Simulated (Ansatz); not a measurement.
# ZnCu: one contact scaled

One table from this session's results is given with a row withheld; the runs are named, their logs left out.

Method: DFT PBE, with the methods named in each step, in Ansatz 0.2.0.

1 further run of the same task is left out (it didn't finish). Runs told in other sessions of the task aren't counted.

## Starting point

It takes space group Pm-3m (No. 221, cubic). Conventional cell: a = 2.945 Å, b = 2.945 Å, c = 2.945 Å, α = 90.00°, β = 90.00°, γ = 90.00°. Around Zn (site symmetry m-3m) lie 8 Cu at 2.55 Å. Around Cu (site symmetry m-3m) lie 8 Zn at 2.55 Å.

Coordinates:

```
CELL_PARAMETERS angstrom
2.94500 0.00000 0.00000
0.00000 2.94500 0.00000
0.00000 0.00000 2.94500
ATOMIC_POSITIONS crystal
Zn 0.50000 0.50000 0.50000
Cu 0.00000 0.00000 0.00000
```

Atoms are numbered in the order of the input: Zn1, Cu2.

Set-up of the first run:

Contents of input.yaml:

```yaml
crystal:
  lattice:
    - [2.945, 0.0, 0.0]
    - [0.0, 2.945, 0.0]
    - [0.0, 0.0, 2.945]
  atoms:
    - { symbol: Zn, position: [0.5, 0.5, 0.5] }
    - { symbol: Cu, position: [0.0, 0.0, 0.0] }
kpoints:
  mp_grid: { grid: [10, 10, 10] }
scf:
  occupations: { method: fermi_dirac, width: 0.05 }
hamiltonian:
  xc: pbe
  pseudopotentials: { kind: all_electron, lapw: { basis_error: 0.001 } }
output:
  forces: true
  stress: true
  eigenvalues: true
  populations: true
```

Launch:

```bash
$ ansatz run input.yaml --threads 1 --pin off --max-ram 2048MiB --backend cpu --events-out ev --progress --plain --runs-dir out
```

Among the steps run: The bond as given, LAPW; Shortest bond scaled by 1, crystal datasets; Shortest bond scaled by 1.1, LAPW; Shortest bond scaled by 0.94, LAPW; Shortest bond scaled by 0.7, LAPW; Shortest bond scaled by 0.64, LAPW; Shortest bond scaled by 0.64, crystal datasets.

One of the session's tables, all rows but one given; the rest of the session is left out.

```
              method  length (Å)  force along the bond (eV/Å)  pressure (GPa)  largest force (eV/Å)
                LAPW       1.632                       25.281           91.09                25.281
                LAPW       1.785                       13.364           52.82                13.364
                LAPW       2.397                        0.779            3.68                 0.779
                LAPW       2.550                        0.000            2.34                 0.000
                LAPW       2.805                       -1.439            6.18                 1.439
                 PAW       1.632                       24.798           89.42                24.798
                 PAW       1.785                       13.379           52.87                13.379
                 PAW       2.397                        0.779            3.69                 0.779
                 PAW       2.550                        0.000            2.36                 0.000
                 PAW       2.805                       -1.437            6.17                 1.437
PAW (level accurate)       1.632                       25.344           91.29                25.344
    crystal datasets       1.632                            ?               ?                     ?
    crystal datasets       2.550                        0.000            2.35                 0.000
```

**Question.** Estimate the row for crystal datasets, 1.632.

The run gave: force along the bond (eV/Å): 25.282; pressure (GPa): 91.09; largest force (eV/Å): 25.282. In the column «force along the bond (eV/Å)» it lies between LAPW, 1.632 (25.281) and PAW (level accurate), 1.632 (25.344).

To keep in mind: Warnings in the runs' records: crystal datasets made.
